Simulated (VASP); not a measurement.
# WS2 (Fm-3m) in VASP: a series of runs, part 2 of 2

VASP 6.6.1. Earlier steps stand in the parts before.

**4. Single point, PBE+U, collinear spin, ferromagnetic start**

Input file INCAR:

```
ALGO = Normal ; EDIFF = 1E-6
ENCUT = 520 ; GGA = PE
ISIF = 2 ; ISMEAR = 0
ISPIN = 2 ; LASPH = True
LCHARG = False ; LDAU = True
LDAUJ = 0 0 ; LDAUL = 2 -1
LDAUPRINT = 1 ; LDAUTYPE = 2
LDAUU = 4 0 ; LMAXMIX = 4
LORBIT = 11 ; LREAL = False
LWAVE = False ; MAGMOM = 0.5 0 0
NBANDS = 24 ; NELM = 100
PREC = Accurate ; SIGMA = 0.05
```

Input file KPOINTS:

```
k-points
0
Gamma
  6 6 6
```

Input file POSCAR:

```
WS2
1.0
    0.0000000000      3.0079352200      3.0079352200
    3.0079352200      0.0000000000      3.0079352200
    3.0079352200      3.0079352200      0.0000000000
W S
1 2
Direct
    0.0000000000      0.0000000000      0.0000000000
    0.2500000000      0.2500000000      0.2500000000
    0.7500000000      0.7500000000      0.7500000000
```

Potentials or basis: VASP PAW PBE potentials, release 64 (W_sv, S).

Command:

```bash
cat potpaw_PBE.64/W_sv/POTCAR potpaw_PBE.64/S/POTCAR > POTCAR
mpirun -np 1 vasp_std > vasp.out
```

OUTCAR:

```text
EDIFF = 1E-6
   ENCUT = 520
   GGA = PE
   ISIF = 2
   ISMEAR = 0
   ISPIN = 2
   LASPH = True
   LORBIT = 11
   LREAL = False
   NELM = 100
   PREC = Accurate

 ion  position               nearest neighbor table
   1  0.000  0.000  0.000-   3 2.60   3 2.60   3 2.60   2 2.60   3 2.60   2 2.60   2 2.60   2 2.60

   2  0.250  0.250  0.250-   1 2.60   1 2.60   1 2.60   1 2.60
   3  0.750  0.750  0.750-   1 2.60   1 2.60   1 2.60   1 2.60

  LATTYP: Found a face centered cubic cell.
 ALAT       =     6.0158704400

  Lattice vectors:

 A1 = (   0.0000000000,   3.0079352200,   3.0079352200)
 A2 = (   3.0079352200,   0.0000000000,   3.0079352200)
 A3 = (   3.0079352200,   3.0079352200,   0.0000000000)

Analysis of symmetry for initial positions (statically):
=====================================================================
 Subroutine PRICEL returns:
 Original cell was already a primitive cell.

[... 676 lines left out ...]
      6      -3.5043      1.00000
[... 421 lines left out ...]
     23      19.2046      0.00000
     24      21.0573      0.00000

------------------------ aborting loop because EDIFF is reached ----------------------------------------

  FORCE on cell =-STRESS in cart. coord.  units (eV):
  Direction    XX          YY          ZZ          XY          YZ          ZX
  --------------------------------------------------------------------------------------
  -------------------------------------------------------------------------------------
  Total        0.2751981      0.2751981      0.2751981      0.0000000     -0.0000000      0.0000000
  in kB        8.1006624      8.1006624      8.1006624      0.0000000     -0.0000000      0.0000000
  external PRESSURE =       8.1006624 kB  Pullay stress =       0.0000000 kB

 VOLUME and BASIS-vectors are now :
 -----------------------------------------------------------------------------
  energy-cutoff  :      520.00
  volume of cell :       54.43
      direct lattice vectors                 reciprocal lattice vectors
     0.000000000  3.007935220  3.007935220    -0.166226984  0.166226984  0.166226984
     3.007935220  0.000000000  3.007935220     0.166226984 -0.166226984  0.166226984
     3.007935220  3.007935220  0.000000000     0.166226984  0.166226984 -0.166226984

 POSITION                                       TOTAL-FORCE (eV/Angst)
 -----------------------------------------------------------------------------------
      0.00000      0.00000      0.00000        -0.000000     -0.000000     -0.000000
      1.50397      1.50397      1.50397        -0.000000     -0.000000     -0.000000
      4.51190      4.51190      4.51190         0.000000      0.000000      0.000000
 -----------------------------------------------------------------------------------
    total drift:                                0.000000     -0.000000      0.000000

  FREE ENERGIE OF THE ION-ELECTRON SYSTEM (eV)
  ---------------------------------------------------
  free  energy   TOTEN  =       -17.8152550018 eV

  energy  without entropy=      -17.8147749544  energy(sigma->0) =      -17.81501498

 total charge

# of ion       s       p       d       tot
------------------------------------------
    1        2.303   6.225   3.096  11.624
    2        1.347   2.381   0.000   3.729
    3        1.347   2.381   0.000   3.729
--------------------------------------------------
tot          4.998  10.987   3.096  19.081

 magnetization (x)

# of ion       s       p       d       tot
------------------------------------------
    1        0.047   0.041   1.675   1.763
    2       -0.006  -0.083   0.000  -0.088
    3       -0.006  -0.083   0.000  -0.088
--------------------------------------------------
tot          0.035  -0.125   1.675   1.586
```

OSZICAR:

```text
N       E                     dE             d eps       ncg     rms          rms(c)
DAV:   1     0.200544290689E+03    0.20054E+03   -0.12280E+04  1536   0.106E+03
DAV:   2    -0.842063407588E+01   -0.20896E+03   -0.19943E+03  1800   0.300E+02
DAV:   3    -0.188336076967E+02   -0.10413E+02   -0.10244E+02  1912   0.631E+01
DAV:   4    -0.189698520307E+02   -0.13624E+00   -0.13614E+00  1744   0.782E+00
DAV:   5    -0.189719405392E+02   -0.20885E-02   -0.20884E-02  1912   0.103E+00    0.181E+01
DAV:   6    -0.171612815555E+02    0.18107E+01   -0.12054E+01  1600   0.177E+01    0.845E+00
DAV:   7    -0.177183512795E+02   -0.55707E+00   -0.21926E+00  1648   0.684E+00    0.566E+00
DAV:   8    -0.176312607248E+02    0.87091E-01   -0.76907E-01  1664   0.472E+00    0.212E+00
DAV:   9    -0.178101068125E+02   -0.17885E+00   -0.16278E-01  1632   0.224E+00    0.582E-01
DAV:  10    -0.178140513642E+02   -0.39446E-02   -0.85547E-03  1800   0.460E-01    0.236E-01
DAV:  11    -0.178148690110E+02   -0.81765E-03   -0.94468E-04  1800   0.138E-01    0.747E-02
DAV:  12    -0.178151380583E+02   -0.26905E-03   -0.78449E-04  1656   0.113E-01    0.584E-02
DAV:  13    -0.178152072298E+02   -0.69172E-04   -0.47700E-05  1776   0.382E-02    0.274E-02
DAV:  14    -0.178152497068E+02   -0.42477E-04   -0.42979E-05  1624   0.318E-02    0.125E-02
DAV:  15    -0.178152540627E+02   -0.43559E-05   -0.46285E-06  1752   0.113E-02    0.491E-03
DAV:  16    -0.178152550018E+02   -0.93912E-06   -0.49166E-07  1304   0.342E-03
   1 F= -.17815255E+02 E0= -.17815015E+02  d E =-.480047E-03  mag=     1.9712
```

Run time: 66 s. Hardware: 1 thread of AMD EPYC 7R43 (Zen 3), shared host; peak memory 0.18 GiB.

What came out:

| Property | Result |
| --- | --- |
| Free energy | -17.8153 eV |
| Pressure | 0.8 GPa |
| Band gap on the k mesh | none (metal or under the smearing width) |
| Net moment | 1.97 μB per cell |
| Site moments | W +1.76; S -0.09 μB |
| Valence electrons inside the program's atomic spheres | W 11.62; S 3.73 |

Eigenvalues of the final occupation matrices:
```tsv
site	spin	trace	eigenvalues
site 1 d	1	2.41	0.31 0.31 0.31 0.74 0.74
site 1 d	2	0.72	0.04 0.04 0.21 0.21 0.21
```

**5. Single point, PBE+U, collinear spin, ferromagnetic start**

Input file INCAR:

```
SYSTEM = WS2
PREC = Accurate ; ENCUT = 520
EDIFF = 1E-6 ; ISMEAR = 0
SIGMA = 0.05 ; LREAL = .False.
LASPH = .True. ; NELM = 80
ALGO = Normal ; ISIF = 2
LWAVE = .False. ; LCHARG = .False.
ISPIN = 2 ; MAGMOM = 0.5 0 0
LORBIT = 11 ; LMAXMIX = 4
LDAU = .True. ; LDAUTYPE = 2
LDAUL = 2 -1 ; LDAUU = 4 0
LDAUJ = 0 0 ; LDAUPRINT = 1
GGA = PE
```

Input file KPOINTS:

```
regular mesh
0
Gamma
  6 6 6
  0 0 0
```

POSCAR is that of step 4.

Command:

```bash
cat potpaw_PBE.64/W_sv/POTCAR potpaw_PBE.64/S/POTCAR > POTCAR
mpirun -np 1 vasp_std > vasp.out
```

Wall time 52 s (1 thread of AMD EPYC 7R43 (Zen 3), shared host); peak memory 0.17 GiB.

The run converged. Its results:

```yaml
Free_energy: -17.8153 eV
Pressure: 0.8 GPa
Band_gap_on_the_k_mesh: none (metal or under the smearing width)
Net_moment: 1.97 μB per cell
Site_moments: W +1.76; S -0.09 μB
Valence_electrons_inside_the_program's_atomic_spheres: W 11.62; S 3.73
```

Levels at points of the mesh, in eV from the Fermi level:
Spin up:
```tsv
k point	band 11	band 12	band 13	band 14	band 15	band 16	band 17
(0.00, 0.00, 0.00)	-3.24	-1.28	-1.28	-1.28	3.69	3.78	3.78
(0.50, 0.00, 0.00)	-3.62	-3.62	-2.47	-2.47	0.89	3.12	3.12
(0.50, 0.50, 0.00)	-3.16	-3.09	-2.47	0.17	1.02	2.79	2.79
```
Spin down:
```tsv
k point	band 9	band 10	band 11	band 12	band 13	band 14	band 15	band 16
(0.00, 0.00, 0.00)	-6.15	-1.32	-1.32	-1.32	0.33	0.33	4.33	4.33
(0.50, 0.00, 0.00)	-4.70	-3.64	-3.59	-3.59	0.75	0.75	1.99	4.63
(0.50, 0.50, 0.00)	-5.57	-2.56	-2.56	-0.48	0.07	1.86	2.16	3.30
```

Eigenvalues of the final occupation matrices:
```csv
site,spin,trace,eigenvalues
site 1 d,1,2.42,0.31 0.31 0.31 0.74 0.74
site 1 d,2,0.72,0.04 0.04 0.21 0.21 0.21
```

Spin-orbit coupling is left out, which matters for the levels of W. The state reached can hang on the start; a lower one may exist.
